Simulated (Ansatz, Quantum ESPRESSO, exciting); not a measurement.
## Tc: programs and potentials compared

```
Tc
1.0
     2.74000    0.00000    0.00000
    -1.37000    2.37291    0.00000
     0.00000    0.00000    4.39800
Tc
2
Direct
  0.64995 0.33009 0.74506
  0.34119 0.66573 0.26152
```

Atoms were shifted at random by some hundredths of an Å from the given cell, which wasn't relaxed again for these runs.

Alike in all runs: task single point; functional PBEsol; k mesh 11 × 11 × 6; occupations fermi-dirac, width 0.05 eV; no spin polarisation; no spin-orbit coupling. Pressure is positive in compression and, in plane waves, holds the error of the finite cutoff, which Ansatz's Pulay term estimates and takes out.

```json
{"program and potentials": "Ansatz, Ansatz PAW (files of its older set among them)", "plane-wave cutoff (eV)": "500", "notes": "potentials made for PBE, which Ansatz adapts in part", "pressure (GPa)": "-5.79", "largest force (eV/Å)": "0.224", "energy over the undisturbed cell (meV/atom)": "4.09"}
{"program and potentials": "Ansatz, all-electron LAPW, scalar-relativistic", "plane-wave cutoff (eV)": "-", "notes": "-", "pressure (GPa)": "-5.80", "largest force (eV/Å)": "0.224", "energy over the undisturbed cell (meV/atom)": "-"}
{"program and potentials": "Quantum ESPRESSO, GBRV 1.5 PBEsol", "plane-wave cutoff (eV)": "612", "notes": "-", "pressure (GPa)": "-6.26", "largest force (eV/Å)": "0.223", "energy over the undisturbed cell (meV/atom)": "4.06"}
{"program and potentials": "exciting, all-electron LAPW+lo, shipped species files, valence relativity iora*", "plane-wave cutoff (eV)": "-", "notes": "-", "pressure (GPa)": "-", "largest force (eV/Å)": "0.238", "energy over the undisturbed cell (meV/atom)": "4.33"}
```

Force on atom 1 (Tc), eV/Å:

```csv
program and potentials,x,y,z
"Ansatz, Ansatz PAW (files of its older set among them)",0.188,0.011,0.122
"Ansatz, all-electron LAPW, scalar-relativistic",0.188,0.011,0.122
"Quantum ESPRESSO, GBRV 1.5 PBEsol",0.188,0.011,0.119
"exciting, all-electron LAPW+lo, shipped species files, valence relativity iora*",0.189,0.011,0.144
```

The pressure spans -6.26 (Quantum ESPRESSO, GBRV 1.5 PBEsol) to -5.79 GPa (Ansatz, Ansatz PAW (files of its older set among them)), with all-electron results at -5.80.

Differences between rows come from potentials, basis sets and numerical settings, since the functional is the same but for its coding. Runs on potential files found faulty are left out.
